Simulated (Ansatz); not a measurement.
A nudged elastic band was laid between two geometries of a periodic cell of 15 atoms, Zn₈O₇ (host ZnO, host structure P6_3mc, one O atom removed).

Theory: DFT PBEsol, scalar-relativistic, plane waves, PAW (Ansatz 0.2.0). Settings: PAW set soft_1, cutoff 420 eV, k mesh 2x3x3, fermi-dirac smearing 0.05 eV, no spin polarisation.

```yaml
movable_images: 5
climbing_image: yes
spring: 2.0 to 10.0 eV/Å², energy-weighted
optimiser: quadratic models (default)
start_path: IDPP
force_threshold: 0.05 eV/Å
iteration_limit: 43
end_points: relaxed
```

First end point:

```xyz
15
Lattice="-3.2200 -5.5772 0.0000 4.8300 -2.7886 0.0000 0.0000 0.0000 5.2000" Properties=species:S:1:pos:R:3
Zn 0.193 -3.832 -0.060
Zn 1.609 -4.649 2.875
O 0.074 -3.763 1.942
Zn 3.080 -3.816 -0.044
Zn -0.017 -1.885 2.570
O 3.163 -3.756 1.961
O -0.037 -1.909 4.576
Zn 1.586 -0.917 -0.030
Zn 3.228 -1.866 2.574
O 1.596 -0.924 1.963
O 3.247 -1.876 4.582
Zn 1.623 -6.338 -0.044
Zn -1.599 -4.624 2.570
O 1.613 -6.441 1.960
O -1.588 -4.594 4.576
```

Last end point:

```xyz
15
Lattice="-3.2200 -5.5772 0.0000 4.8300 -2.7886 0.0000 0.0000 0.0000 5.2000" Properties=species:S:1:pos:R:3
Zn 0.021 -3.697 -0.038
Zn 1.757 -4.553 2.548
O 0.042 -3.673 1.968
Zn 3.225 -3.721 0.265
Zn -0.189 -1.750 2.532
O 1.670 -4.614 4.552
O -0.070 -1.819 4.534
Zn 1.602 -0.958 -0.038
Zn 3.212 -2.033 2.548
O 1.592 -0.988 1.968
O 3.221 -1.928 4.552
Zn 1.605 -6.504 -0.033
Zn -1.581 -4.664 2.563
O 1.588 -6.494 1.975
O -1.593 -4.658 4.555
```

**Question.** Which bonds break or form, and what moves?

**Answer.** Contacts lost: Zn5–O6, O6–Zn9. Contacts made: Zn1–O6, O6–Zn12. The atom that moves furthest is O6, by 3.11 Å; four of its nearest neighbours are Zn5 1.98, Zn9 1.99, Zn4 2.01, Zn2 2.01 Å at the first end and Zn1 1.98, Zn12 1.99, Zn2 2.01, Zn4 2.01 Å at the last.

**Question.** Give the energies along the band, and the barrier.

**Answer.** The forces met the threshold. The highest image is number 4 of 0 to 6, 1.86 eV above the ends, which have the same energy within 2 meV. Neighbouring images differ by up to 1.3 eV, so the band resolves the path poorly. By the program's own check the climbing image is a first-order saddle point (lowest curvatures found: -1.67 and 0.80 eV/Å²). Limits of this set-up: PAW files made for another functional, no spin, though dangling bonds at a vacancy may carry it, a small cell, in which the defect meets its images.

```tsv
image	path coordinate (Å)	energy (eV)	Zn5–O6 (Å)	O6–Zn9 (Å)	Zn1–O6 (Å)
0	0.00	0.00	1.98	1.99	3.59
1	1.14	0.56	1.95	1.94	3.94
2	2.01	0.89	1.95	2.19	3.70
3	2.57	1.63	1.95	2.83	3.53
4	3.07	1.86	2.07	3.30	3.29
5	3.91	1.30	2.77	3.47	2.81
6	5.01	0.00	3.59	3.61	1.98
```

**Question.** What is the geometry of the highest image?

**Answer.** 
```xyz
15
Lattice="-3.2200 -5.5772 0.0000 4.8300 -2.7886 0.0000 0.0000 0.0000 5.2000" Properties=species:S:1:pos:R:3:forces:R:3
Zn -0.003 -3.601 0.160 0.04 -0.01 -0.02
Zn 1.732 -4.584 1.861 0.01 -0.01 0.03
O -0.093 -3.793 2.102 -0.03 0.01 0.02
Zn 3.052 -3.735 -0.071 0.02 0.01 -0.03
Zn -0.210 -1.981 2.853 -0.01 -0.01 0.02
O 2.657 -4.762 3.498 0.00 0.01 -0.01
O 0.082 -1.778 4.805 -0.03 0.01 -0.01
Zn 1.689 -0.898 0.151 -0.01 0.01 -0.01
Zn 3.087 -1.599 2.654 0.01 -0.01 0.02
O 1.365 -0.972 2.121 -0.01 0.00 0.01
O 3.311 -1.784 4.559 0.00 -0.01 -0.01
Zn 1.751 -6.358 -0.177 0.01 -0.02 -0.01
Zn -1.766 -4.617 2.667 0.00 0.00 0.01
O 1.472 -6.656 1.799 0.00 0.00 0.01
O -1.467 -4.649 4.641 -0.01 0.02 -0.01
```

The run took 21 min on 2 threads of Arm Neoverse V2 (shared host), peak memory 1.1 GiB.
